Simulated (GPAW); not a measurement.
Crystal: CoO.

```
Co O
1.0
    -1.50800    1.50800    2.10725
     1.50800   -1.50800    2.10725
     1.50800    1.50800   -2.10725
Co O
1 1
Cartesian
  0.0000 0.0000 0.0000
  0.0000 0.0000 2.1073
```

Base run:

- Program: GPAW 26.7.0
- Functional: PBE
- Potentials or basis: GPAW PAW data sets (gpaw-data 1.2.1)
- Cutoff: 800 eV
- Basis: pw
- k mesh: 12 × 12 × 12
- Occupations: fermi-dirac, width 0.05 eV
- Spin: collinear spin, ferromagnetic start
- Starting moments: [2.0, 0.0] μB

Its results: band gap on the k mesh none (metal or under the smearing width); pressure 0.6 GPa; net moment 2.92 μB per cell; site moments Co +2.52; O +0.23 μB.

**Question.** The run is repeated on the same cell with these changes: hubbard terms from none to Co d U = 5 eV. What comes out?

**Answer.** Band gap on the k mesh none (metal or under the smearing width); pressure 4.5 GPa; net moment 3.00 μB per cell; site moments Co +2.75; O +0.16 μB.

Caveats: a cell with one magnetic atom can't hold antiferromagnetic order, which such compounds often take; semilocal functionals often make such compounds metallic where correlation or magnetic order opens a gap, which also shifts bond lengths (some runs).
